**Problem.** Hexagonal diamond (lonsdaleite) is a crystal of four-coordinate carbon. Its band gap was computed with five density functionals for exactly the same atomic positions. In the table, "gap on path" is the distance from the highest filled to the lowest empty state, wherever each lies in reciprocal space. "Direct gap on path" is the smallest distance between a filled and an empty state at the same point.

Plane-wave Kohn–Sham DFT with Quantum ESPRESSO 7.5 for hexagonal diamond at one fixed geometry, without spin polarisation or spin–orbit coupling. Gaps are taken from bands along a path of special points; the self-consistent runs used a 12 × 12 × 7 k mesh, Fermi–Dirac smearing of 0.05 eV, and cutoffs of 1115.67 eV for wavefunctions and 4462.67 eV for the density.

```
 functional                           potentials  gap on path (eV)  direct gap on path (eV)
        LDA     PseudoDojo-0.4.1-SR-LDA-standard             3.216                    4.728
        PBE     PseudoDojo-0.4.1-SR-PBE-standard             3.435                    4.794
     PBEsol  PseudoDojo-0.4.1-SR-PBEsol-standard             3.181                    4.717
optB86b-vdW     PseudoDojo-0.4.1-SR-PBE-standard             3.413                    4.798
 optB88-vdW     PseudoDojo-0.4.1-SR-PBE-standard             3.572                    4.866
```

**(a) Is the gap direct or indirect?**

*Solution.* It is indirect with every functional, because the direct gap is always the larger of the two. The band energies printed for PBE and optB86b-vdW place the highest filled state at Γ, the centre of the Brillouin zone, and the direct gap there too. The lowest empty state of this crystal is known to lie at K, a corner of the hexagonal zone. Two different empty states therefore matter, one for each gap.

**(b) Would doubling the smearing width change the gaps?**

*Solution.* Smearing acts through partly filled states, so the question is how many there are. The fraction missing from a state at the valence edge is about $e^{-d/w}$, where $d$ is its distance below the Fermi level and $w$ the smearing width. The distance is shortest for LDA, $14.649-13.418=1.231$ eV. With $w=0.05$ eV the exponent is about $-25$ and the missing fraction about $2\times10^{-11}$.

Doubling $w$ with the Fermi level kept in place raises the fraction to about $5\times10^{-6}$, still far too little to alter the density, and with it the gaps, noticeably. In a metal, where states lie at the Fermi level itself, the same change would need testing.

**(c) Which gap depends more on the functional?**

*Solution.* The indirect gap does. It spreads over 0.39 eV, about 12 % of its mean, while the direct gap spreads over only 0.15 eV. If a change of functional merely pushed all empty states up together, both gaps would change equally. The empty states must therefore also move relative to one another.

**(d) Which two rows best show the effect of exchange alone?**

*Solution.* They are optB86b-vdW and optB88-vdW. Both use the same correlation, including its nonlocal part, and the same potentials; they differ in exchange. That of optB88-vdW gains more energy from a non-uniform density, at the density gradients usual in a covalent solid.

Going from optB86b-vdW to optB88-vdW widens the indirect gap by 0.16 eV. With cell and potentials unchanged, both runs count energies from the same average electrostatic potential, so the band edges can also be compared one by one. The valence edge sinks by 0.075 eV and the conduction edge rises by 0.084 eV, so on this scale both contribute about equally. The output after this text lists these shifts.

**(e) Why should stronger gradient terms in exchange widen a gap?**

*Solution.* Start from the limit of a uniform electron gas. There the gradient is zero, and the gradient term has no effect, however strong it is. Now add a weak density wave along one direction, $n=n_0+a\cos Gx$, as in a chain of nearly free electrons. For weak waves the gradient part of the exchange energy is

$$E_g=-C\int \frac{|\nabla n|^2}{n_0^{4/3}}\,d^3r ,$$

where a larger $C$ means a stronger gradient term. Varying this energy with the density gives the potential

$$v=\frac{2C\,\nabla^2 n}{n_0^{4/3}}=-V\cos Gx,\qquad V=\frac{2C\,a\,G^2}{n_0^{4/3}} .$$

The potential is attractive where density piles up and repulsive where it is thin. The filled state at the edge of the chain's gap has a density proportional to $1+\cos Gx$ and sinks by $V/2$. The empty one, proportional to $1-\cos Gx$, rises by $V/2$, and the gap widens by $V$.

In the crystal, the bonds take the part of the density maxima and the open channels that of the minima. The chain gives the signs seen in (d). It can't give the sizes, since density in a covalent crystal varies strongly, and it has only one empty state at the edge of its gap, where the crystal has two that matter.

**(f) Why does the direct gap respond less?**

*Solution.* Between the same two rows the direct gap widens by only 0.07 eV. If it lies at Γ for optB88-vdW as well, its empty state moves by less than 0.01 eV on the energy scale used there. The widening then comes entirely from the sinking valence edge, which both gaps share.

By the reasoning of (e), the empty state that rises should have more of its weight in the open channels than the one that stays put. Only the comparison counts here, because in a strongly varying density the gradient terms can also shift all states together. This is a plausible reading of the states at K and Γ, but no orbitals are at hand to confirm it. The pattern itself holds for all five functionals: the wider the indirect gap, the closer the direct gap lies to it.

**(g) Does adding gradient terms always widen the gap?**

*Solution.* No. PBE, with stronger gradient terms in exchange than PBEsol, does have an indirect gap wider by 0.25 eV. Yet LDA, which has no gradient terms at all, lies 0.035 eV above PBEsol instead of below it.

A likely reason is that PBE and PBEsol also have a gradient term in correlation, which works against the one in exchange. In PBEsol, whose exchange term is weak, correlation slightly outweighs exchange at small gradients, which could put the gap just below that of LDA. In PBE the two cancel at small gradients, and exchange prevails at larger ones. The potentials change along with these functionals, however, so the small difference can't be assigned to this balance with certainty. The rule from (e) is safest for functionals that share their correlation.

**(h) Which differences can be trusted, and is the widest gap the best?**

*Solution.* The order of PBE and optB86b-vdW should not be interpreted. Their indirect gaps differ by 0.02 eV, their direct gaps by 0.004 eV in the opposite sense, and optB86b-vdW was run with potentials made for PBE. The same mismatch affects optB88-vdW. It may partly cancel in the comparison of (d), but its size was not tested.

All values also belong to this one cell, which suits the functionals unequally. At these positions LDA would reduce the volume of the crystal (mean pressure −9.7 GPa), whereas optB88-vdW would increase it (7.7 GPa). With every functional the cell is also compressed along the hexagonal axis but under tension in the plane, and the two stresses differ by 25 to 26 GPa, so the relaxed crystal would be longer relative to its width. Gaps at each functional's own relaxed cell would differ from those in the table, by amounts not computed here.

Nor does the widest gap mark the best functional. Functionals of these kinds generally give gaps that are too small, because differences between their band energies are not the true cost of adding and removing an electron. A wider gap may lie nearer to experiment without curing that fault. To predict the gap itself, a hybrid functional or a method made for excitation energies is the better choice.

Output of the analysis:

```
Gap difference and stress by functional:
          row  direct minus indirect gap (eV)  mean pressure (GPa)  axial minus in-plane stress (GPa)
          LDA                           1.512               -9.711                              25.22
          PBE                           1.359                 3.24                              24.86
       PBEsol                           1.536               -1.918                              25.19
  optB86b-vdW                           1.385                3.248                               25.5
   optB88-vdW                           1.294                7.681                              25.56
Spread of the indirect gap over the functionals (eV): 0.391
Spread of the direct gap over the functionals (eV): 0.149
Ratio of the two spreads: 2.624
Spread of the indirect gap in percent of its mean: 11.63
PBE minus LDA, indirect gap (eV): 0.219
PBEsol minus LDA, indirect gap (eV): -0.035
PBE minus PBEsol, indirect gap (eV): 0.254
optB86b-vdW minus PBE, indirect gap (eV): -0.022
optB86b-vdW minus PBE, direct gap (eV): 0.004
optB88-vdW minus optB86b-vdW, indirect gap (eV): 0.159
optB88-vdW minus optB86b-vdW, direct gap (eV): 0.068
optB88-vdW minus optB86b-vdW, valence edge (eV): -0.07492
optB88-vdW minus optB86b-vdW, conduction edge (eV): 0.08404
optB88-vdW minus optB86b-vdW, conduction state of the direct gap (eV): -0.00692
Largest empty fraction of a valence edge state at smearing 0.05 eV: 2.051e-11
The same at doubled smearing with the Fermi level kept: 4.529e-06
```
